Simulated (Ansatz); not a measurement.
GeO₂:
```yaml
crystal:
  lattice:
    - [4.89025, 0.00000, 0.00000]
    - [-2.44513, 4.23508, 0.00000]
    - [0.00000, 0.00000, 5.61413]
  atoms:
    - { symbol: Ge, position: [0.44591, 0.00000, 0.33333] }
    - { symbol: Ge, position: [0.00000, 0.44591, 0.66667] }
    - { symbol: Ge, position: [0.55409, 0.55409, 0.00000] }
    - { symbol: O, position: [0.39140, 0.31121, 0.24860] }
    - { symbol: O, position: [0.68879, 0.08019, 0.58194] }
    - { symbol: O, position: [0.91981, 0.60860, 0.91527] }
    - { symbol: O, position: [0.31121, 0.39140, 0.75140] }
    - { symbol: O, position: [0.08019, 0.68879, 0.41806] }
    - { symbol: O, position: [0.60860, 0.91981, 0.08473] }
```

Cartesian axes are those of the cell as given.

Give the proper piezoelectric stress tensor with relaxed ions from LDA in the plane-wave PAW code Ansatz.

In C/m², rows x, y, z, Voigt columns; mesh uncertainty up to 0.00.
```
 0.28  -0.28   0.00  -0.20   0.00   0.00
 0.00   0.00   0.00   0.00   0.20  -0.28
 0.00   0.00   0.00   0.00   0.00   0.00
```

The elastic tensor of the same run (GPa):

```
56.6  25.8  25.2   1.5   0.0   0.0
25.8  56.6  25.2  -1.5   0.0   0.0
25.2  25.2   113   0.0   0.0   0.0
 1.5  -1.5   0.0  28.7   0.0   0.0
 0.0   0.0   0.0   0.0  28.7   1.5
 0.0   0.0   0.0   0.0   1.5  15.4
```

Convert to strain constants d = e·S.

In pC/N:
```
  9.6   -9.6    0.0   -8.0    0.0    0.0
  0.0    0.0    0.0    0.0    8.0  -19.1
  0.0    0.0    0.0    0.0    0.0    0.0
```

Space group P3_121. The LDA relaxation kept the symmetry of its start; phonons on a q-mesh show no instability.

Potentials: the later of the program's two PAW sets.
